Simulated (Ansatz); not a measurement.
# PtSe2: the cost of one run

Program: Ansatz 0.2.0. Level of theory: plane waves, PAW. These are calculated values, not measurements.

3 further runs of the same task are left out: 3 that didn't finish. Runs told in other sessions of the task aren't counted.

## Step 1: The starting structure

The structure is trigonal, space group R-3m (No. 166). Conventional cell: a = 3.691 Å, b = 3.691 Å, c = 17.282 Å, α = 90.00°, β = 90.00°, γ = 120.00°. Around Pt (site symmetry -3m) lie 6 Se at 2.51 Å. Se (site symmetry 3m) has 3 Pt at 2.51 Å in its first shell of neighbours.

Coordinates:

```cif
data_structure
_symmetry_space_group_name_H-M 'R-3m:H'
_symmetry_Int_Tables_number 166
_cell_length_a 3.6914
_cell_length_b 3.6914
_cell_length_c 17.2821
_cell_angle_alpha 90.000
_cell_angle_beta 90.000
_cell_angle_gamma 120.000
_cell_volume 203.94
loop_
_atom_site_label
_atom_site_type_symbol
_atom_site_symmetry_multiplicity
_atom_site_Wyckoff_symbol
_atom_site_fract_x
_atom_site_fract_y
_atom_site_fract_z
_atom_site_occupancy
Pt1 Pt 3 a 0.00000 0.00000 0.00000 1
Se1 Se 6 c 0.33333 0.66667 0.92345 1
```

The cell was relaxed beforehand with r2SCAN+rVV10; those runs aren't shown. No run includes spin-orbit coupling, which matters for Pt.

## Step 2: PBE, anion s p, 6×6×6

Contents of input.yaml:

```yaml
crystal:
  lattice:
    - [1.845701693, 1.0656163692, 5.7607123441]
    - [-1.845701693, 1.0656163692, 5.7607123441]
    - [0.0, -2.1312327387, 5.760712344]
  atoms:
    - { symbol: Pt, position: [0.0, 0.0, 0.0] }
    - { symbol: Se, position: [0.2567812156, 0.2567812156, 0.2567812156] }
    - { symbol: Se, position: [0.7432187844, 0.7432187844, 0.7432187844] }
kpoints:
  mp_grid: { grid: [6, 6, 6] }
  band_path:
    path:
      - [[0.0, 0.0, 0.0], [0.5, 0.5, 0.5], [0.8105216082999, 0.1894783917001, 0.5]]
      - [[0.5, -0.1894783917001, 0.1894783917001], [0.5, 1.193090730294e-16, 2.176875297441e-16], [0.0, 0.0, 0.0], [0.34473919585, -0.34473919585, 1.490052709759e-17]]
      - [[0.65526080415, 3.364656215669e-17, 0.34473919585], [0.5, -6.633705555787e-17, 0.5], [0.0, 0.0, 0.0]]
    npoints: 10
hamiltonian:
  xc: pbe
scf:
  occupations: { method: fixed }
  n_extra_bands: 6
output:
  forces: false
  stress: false
  eigenvalues: true
  wannier:
    kmesh: [6, 6, 6]
    projections: [{ species: Se, l: s, shell: 4 }, { species: Se, l: p, shell: 4 }]
    minimise: true
    write_hr: true
    conv_tol: 1.0e-08
    max_iter: 3000
```

On the command line:

```bash
$ ansatz run input.yaml --threads 4 --pin off --max-ram 3686MiB --backend cpu --events-out ev --progress --plain --runs-dir out
```

What time and memory should one allow on 4 threads of Arm Neoverse V2, shared host?

About 4.7 s, with a peak of 0.48 GiB.
